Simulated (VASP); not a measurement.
# VASP 6.6.1 run: SrO

INCAR

```
LASPH = .TRUE.
ENCUT = 600
SIGMA = 0.01
IBRION = -1
PREC = Accurate
ISIF = 2
NSW = 0
NELM = 120
ALGO = Normal
LWAVE = .FALSE.
LREAL = .FALSE.
ISMEAR = 0
NBANDS = 15
METAGGA = R2SCAN
EDIFF = 1E-7
LCHARG = .FALSE.
```

KPOINTS

```
KPOINTS created by Atomic Simulation Environment
0
Gamma
8 8 8
0 0 0
```

POSCAR

```
Sr O
 1.0000000000000000
     0.0000000000000000    2.5798923258751905    2.5798923258751905
     2.5798923258751905    0.0000000000000000    2.5798923258751905
     2.5798923258751905    2.5798923258751905    0.0000000000000000
 Sr  O
   1   1
Cartesian
 -0.0000000000000000 -0.0000000000000000 -0.0000000000000000
  2.5798923258751905  2.5798923258751905  2.5798923258751905
```

The recommended PBE PAW datasets give the neutral cell 16 valence electrons.

Command

```
mpirun -np 1 vasp_std
```

OSZICAR

```
N       E                     dE             d eps       ncg     rms          rms(c)
DAV:   1     0.562532429017E+02    0.56253E+02   -0.95474E+03   870   0.121E+03
DAV:   2    -0.310522471038E+02   -0.87305E+02   -0.78819E+02  1180   0.236E+02
DAV:   3    -0.346295757796E+02   -0.35773E+01   -0.35455E+01  1163   0.432E+01
DAV:   4    -0.347200771657E+02   -0.90501E-01   -0.90479E-01   992   0.666E+00
DAV:   5    -0.347220691673E+02   -0.19920E-02   -0.19920E-02  1089   0.833E-01    0.157E+01
DAV:   6    -0.269181578820E+02    0.78039E+01   -0.45231E+00  1206   0.169E+01    0.148E+01
DAV:   7    -0.270400936661E+02   -0.12194E+00   -0.17896E-01   877   0.385E+00    0.842E+00
DAV:   8    -0.270610787905E+02   -0.20985E-01   -0.91349E-02   884   0.321E+00    0.803E-01
DAV:   9    -0.270579608103E+02    0.31180E-02   -0.16994E-02  1101   0.124E+00    0.243E-01
DAV:  10    -0.270579872243E+02   -0.26414E-04   -0.16814E-03   933   0.418E-01    0.124E-01
DAV:  11    -0.270581740663E+02   -0.18684E-03   -0.35559E-04   870   0.190E-01    0.691E-02
DAV:  12    -0.270581756268E+02   -0.15605E-05   -0.25630E-05  1122   0.411E-02    0.199E-02
DAV:  13    -0.270581725809E+02    0.30459E-05   -0.82952E-06  1080   0.279E-02    0.123E-02
DAV:  14    -0.270581723570E+02    0.22387E-06   -0.80699E-07  1031   0.814E-03    0.369E-03
DAV:  15    -0.270581721778E+02    0.17918E-06   -0.69373E-08   504   0.243E-03    0.263E-03
DAV:  16    -0.270581721339E+02    0.43914E-07   -0.30271E-08   456   0.158E-03
   1 F= -.27058172E+02 E0= -.27058172E+02  d E =-.334654E-24
```

Standard output (part)

```
POSCAR found type information on POSCAR SrO
 POSCAR found :  2 types and       2 ions
 LDA part: xc-table for (None), standard interpolation
 POSCAR, INCAR and KPOINTS ok, starting setup
 WAVECAR not read
 entering main loop
```

From OUTCAR

```
k-points           NKPTS =     29   k-points in BZ     NKDIM =     29   number of bands    NBANDS=     15

   NELECT =      16.0000    total number of electrons

   dimension x,y,z NGX =    30 NGY =   30 NGZ =   30
   dimension x,y,z NGXF=    60 NGYF=   60 NGZF=   60

  energy-cutoff  :      600.00
  volume of cell :       34.34
      direct lattice vectors                 reciprocal lattice vectors
     0.000000000  2.579892326  2.579892326    -0.193806538  0.193806538  0.193806538
     2.579892326  0.000000000  2.579892326     0.193806538 -0.193806538  0.193806538
     2.579892326  2.579892326  0.000000000     0.193806538  0.193806538 -0.193806538

 k-points in reciprocal lattice and weights: KPOINTS created by Atomic Simulation Env
   0.00000000  0.00000000  0.00000000       0.002
   0.12500000  0.00000000  0.00000000       0.016
   0.25000000  0.00000000  0.00000000       0.016
   0.37500000  0.00000000  0.00000000       0.016
   0.50000000  0.00000000  0.00000000       0.008
   0.12500000  0.12500000  0.00000000       0.012
   0.25000000  0.12500000  0.00000000       0.047
   0.37500000  0.12500000  0.00000000       0.047
   ...

 E-fermi :   1.3606

 k-point     1 :       0.0000    0.0000    0.0000
  band No.  band energies     occupation
      1     -32.2158      2.00000
      2     -14.7227      2.00000
      3     -13.2496      2.00000
      4     -13.2496      2.00000
      5     -13.2496      2.00000
      6       1.2927      2.00000
      7       1.2927      2.00000
      8       1.2927      2.00000
      9       5.8756      0.00000
     10       8.0477      0.00000
     11       8.0477      0.00000
     12       8.0477      0.00000
     13      10.3449      0.00000
     14      10.3449      0.00000
     15      14.5402      0.00000

 k-point     2 :       0.1250    0.0000    0.0000
  band No.  band energies     occupation
      1     -32.1966      2.00000
      2     -15.0107      2.00000
      3     -13.2608      2.00000
      4     -13.2608      2.00000
      5     -13.0092      2.00000
      6       0.8701      2.00000
      7       1.1028      2.00000
      8       1.1028      2.00000
      9       6.5553      0.00000
     10       7.8869      0.00000
     11       8.3561      0.00000
     12       8.3561      0.00000
     13      10.7513      0.00000
     14      10.7513      0.00000
     15      15.5502      0.00000

 k-point     3 :       0.2500    0.0000    0.0000
  band No.  band energies     occupation
      1     -32.1497      2.00000
      2     -15.5185      2.00000
      3     -13.2875      2.00000
      4     -13.2875      2.00000
      5     -12.6165      2.00000
      6       0.0736      2.00000
      7       0.6892      2.00000
      8       0.6892      2.00000
      9       7.7983      0.00000
     10       8.0976      0.00000
     11       9.1935      0.00000
     12       9.1935      0.00000
     13      11.7725      0.00000
     14      11.7725      0.00000
     15      17.5601      0.00000

 ...

  Total        0.0953525      0.0953525      0.0953525      0.0000000     -0.0000000      0.0000000
  in kB        4.4484402      4.4484402      4.4484402      0.0000000     -0.0000000      0.0000000
  external PRESSURE =       4.4484402 kB  Pullay stress =       0.0000000 kB

 POSITION                                       TOTAL-FORCE (eV/Angst)
 -----------------------------------------------------------------------------------
      0.00000      0.00000      0.00000         0.000000     -0.000000      0.000000
      2.57989      2.57989      2.57989        -0.000000      0.000000     -0.000000
 -----------------------------------------------------------------------------------
    total drift:                                0.000000      0.000000      0.000000

  FREE ENERGIE OF THE ION-ELECTRON SYSTEM (eV)
  ---------------------------------------------------
  free  energy   TOTEN  =       -27.0581721339 eV

  energy  without entropy=      -27.0581721339  energy(sigma->0) =      -27.05817213
```

It converged. Results: gap between bands v and c on the k mesh 3.75 eV; least direct gap on the k mesh 3.84 eV; pressure 0.4 GPa. Band v is the last that the valence electrons fill when counted band by band, and c is the next.

For comparison, a separate r²SCAN run of the intended cell, on usual settings and not on those above, gives a gap of 3.75 eV on its mesh and a pressure of 0.5 GPa.

The run above took about 61 s on one core of a shared host (Intel Xeon Platinum 8488C) and held 0.17 GiB at most.
